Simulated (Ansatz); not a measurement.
Consider the formal exchange of groups at a B–H bond: `CBF` + `CCOCC` → `CCOB(C)F` + `CC`.

Gas-phase electronic energies from Ansatz, PBE0-D4/def2-TZVP geometries. CCSD(T)/CBS adds triple-zeta CCSD(T) − MP2 to the extrapolated MP2 energy (def2 sets, frozen cores). This one scheme is used for every species. DFT in def2-TZVPP. Each species was taken in one conformer, which may not be the lowest.

| species | ωB97X-V energy (Eh) |
| --- | --- |
| `CBF` | -165.27723 |
| `CCOCC` | -233.68051 |
| `CCOB(C)F` | -319.20949 |
| `CC` | -79.83112 |

Problem. Work out ΔE.

Solution. ΔE = (-319.20949) + (-79.83112) − (-165.27723) − (-233.68051) = -0.08287 Eh = -217.6 kJ/mol. CCSD(T)/CBS gives -222.9 kJ/mol.

Largest T1 diagnostic among the species: 0.012.

From PBE to PBE0 (25 % exact exchange), in def2-TZVPP and without D4, ΔE moves by −3.8 kJ/mol.
